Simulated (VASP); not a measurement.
PtS2:

```
Pt S
1.0
     3.54320    0.00000    0.00000
    -1.77160    3.06850    0.00000
     0.00000    0.00000    5.03880
Pt S
1 2
Direct
  0.00000 0.00000 0.00000
  0.66667 0.33333 0.77300
  0.33333 0.66667 0.22700
```

```yaml
Program: VASP 6.6.1
Task: relaxation of cell and atoms
Functional: PBE
Potentials_or_basis: VASP PAW PBE potentials, release 64 (Pt_GW, S_GW)
Cutoff: 630 eV
k_mesh: 9 × 9 × 5
Occupations: fermi-dirac, width 0.05 eV
Spin: no spin polarisation
```

At the start: pressure 11.5 GPa; volume 18.26 Å³/atom.

Q: How do energy, volume and symmetry change on relaxing?

A: Over 28 steps the energy falls by 64.8 meV/atom and the volume is 22.71 Å³/atom (+24.4 %); space group P-3m1 (No. 164, to 0.05 Å).

The path:
```tsv
step	energy change (eV)	largest force (eV/Å)	pressure (GPa)	volume (Å³)
1	0.0000	1.2610	11.50	54.78
2	0.2619	1.4404	-12.91	65.84
3	-0.1484	0.0204	-0.46	58.55
4	-0.1486	0.0583	-0.11	58.41
5	-0.1486	0.0809	0.09	58.33
6	-0.1557	0.0023	0.18	58.41
7	-0.1603	0.1371	0.34	58.52
8	-0.1630	0.1624	0.04	58.95
9	-0.1690	0.2290	-0.81	60.27
10	-0.1725	0.3486	-2.16	62.92
11	-0.1728	0.3462	-2.14	62.96
12	-0.1739	0.3349	-2.06	63.10
13	-0.1760	0.3268	-1.97	63.37
14	-0.1799	0.2929	-1.73	63.91
15	-0.1863	0.2225	-1.22	64.98
16	-0.1936	0.0517	-0.04	67.10
17	-0.1940	0.0008	0.36	67.74
18	-0.1934	0.0672	0.80	68.47
19	-0.1939	0.0314	0.50	68.00
20	-0.1940	0.0161	0.42	67.86
21	-0.1943	0.0114	0.19	67.99
22	-0.1944	0.0340	-0.04	68.10
23	-0.1943	0.0324	-0.02	68.09
24	-0.1944	0.0224	0.01	68.10
25	-0.1945	0.0147	0.02	68.11
26	-0.1944	0.0125	0.05	68.14
27	-0.1945	0.0007	0.05	68.13
28	-0.1945	0.0083	0.04	68.12
```

Final structure:
```
Pt S
1.0
     3.57538    0.00000    0.00000
    -1.78769    3.09637    0.00000
     0.00000    0.00000    6.15357
Pt S
1 2
Direct
  0.00000 0.00000 0.00000
  0.66667 0.33333 0.80055
  0.33333 0.66667 0.19945
```

Caveat: the volume moved by over 15 % at a fixed basis, so the end points are rough; this functional lacks dispersion, which binds the layers, so the pressure and a relaxed spacing across them are unreliable, and here the layers came unbound; the volume moved by +24 % from the deposited cell, more than functionals usually miss.
